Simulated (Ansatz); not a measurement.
B: from a guess to a relaxed structure

All numbers below come from DFT PBE, scalar-relativistic, plane waves, PAW in Ansatz. Cutoff 420 eV, Gaussian smearing, Γ-centred meshes. Cell and atoms relax first on a coarse mesh and then on a finer one. In between, the cell is made exact in the group found at 0.06 Å. In metals the finer mesh still leaves noise of several meV/atom or more. The steps can't lower the symmetry of their start. No spin polarisation.

The guess for B was made by a generator: random cell by space group and Wyckoff sites (Cmcm, No. 63). Lengths were set from tabulated atomic sizes, so they are only a guess.

```cif
data_structure
_symmetry_space_group_name_H-M 'Cmcm'
_symmetry_Int_Tables_number 63
_cell_length_a 4.8655
_cell_length_b 4.5578
_cell_length_c 3.0452
_cell_angle_alpha 90.000
_cell_angle_beta 90.000
_cell_angle_gamma 90.000
_cell_volume 67.53
loop_
_atom_site_label
_atom_site_type_symbol
_atom_site_symmetry_multiplicity
_atom_site_Wyckoff_symbol
_atom_site_fract_x
_atom_site_fract_y
_atom_site_fract_z
_atom_site_occupancy
B1 B 8 g 0.20314 0.94036 0.25000 1
```

Energies count from the standard state of B at the same level.

Question: Which structure results?

Answer: The symmetry stays Cmcm (No. 63). The volume per atom shrinks by 22.0 %, from 8.4 to 6.6 Å³. The shortest distance goes from 1.62 Å (B–B) to 1.73 Å (B–B). The energy falls by about 0.72 eV/atom (the start's value is from the coarse mesh). The end is written in a standard setting, so origin, axes and order of atoms can differ from the start's. Conventional cell: a = 5.306 Å, b = 3.327 Å, c = 2.983 Å. B is surrounded by 7 B at 1.73–1.90 Å.

```cif
data_structure
_symmetry_space_group_name_H-M 'Cmcm'
_symmetry_Int_Tables_number 63
_cell_length_a 5.3056
_cell_length_b 3.3274
_cell_length_c 2.9833
_cell_angle_alpha 90.000
_cell_angle_beta 90.000
_cell_angle_gamma 90.000
_cell_volume 52.67
loop_
_atom_site_label
_atom_site_type_symbol
_atom_site_symmetry_multiplicity
_atom_site_Wyckoff_symbol
_atom_site_fract_x
_atom_site_fract_y
_atom_site_fract_z
_atom_site_occupancy
B1 B 8 g 0.16333 0.84854 0.25000 1
```

Question: How does it come out in energy, and is it a metal?

Answer: The energy over the standard state is +0.27 eV/atom and the gap on the 16×16×16 mesh of the 4-atom cell is 0 eV (a metal).

It lies above the standard state, so it could only be metastable.

The last run used Gaussian smearing of 0.10 eV. Symmetry constrained the relaxation, so the result can be a saddle point. In all, the 3 runs took 2.1 min on 1 thread of Intel(R) Xeon(R) Platinum 8259CL CPU @ 2.50GHz (Skylake/Cascade Lake) (shared host).
